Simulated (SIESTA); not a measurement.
Crystal: Sn.

```
CELL_PARAMETERS angstrom
0.00000 3.23334 3.23334
3.23334 0.00000 3.23334
3.23334 3.23334 0.00000
ATOMIC_POSITIONS crystal
Sn 0.75000 0.75000 0.75000
Sn 0.50000 0.50000 0.50000
```

This isn't the form of Sn at room conditions, which is tetragonal (white tin).

Base run:

```yaml
Program: SIESTA 5.4.2
Functional: BLYP
Potentials_or_basis: PseudoDojo 0.4 standard (PBE files)
Basis: DZP (energy shift 0.003 Ry; two zetas on semicore shells)
Grid_cutoff: 500 Ry
Energy_shift: 0.003 Ry
k_mesh: 7 × 7 × 7
Occupations: fermi-dirac, width 0.05 eV
Spin: no spin polarisation
```

Its results: band gap on the k mesh none (metal or under the smearing width); pressure 6.8 GPa.

Q: The run is repeated on the same cell with these changes: functional from BLYP to vdW-DF-cx. What comes out?

A: Band gap on the k mesh none (metal or under the smearing width); pressure 2.5 GPa.

Caveats: the potentials were made for another functional, which shifts forces and pressure; spin-orbit coupling is left out, which moves the levels of the heavy elements; the basis of atomic orbitals isn't converged, which shifts pressures, moduli and gaps.
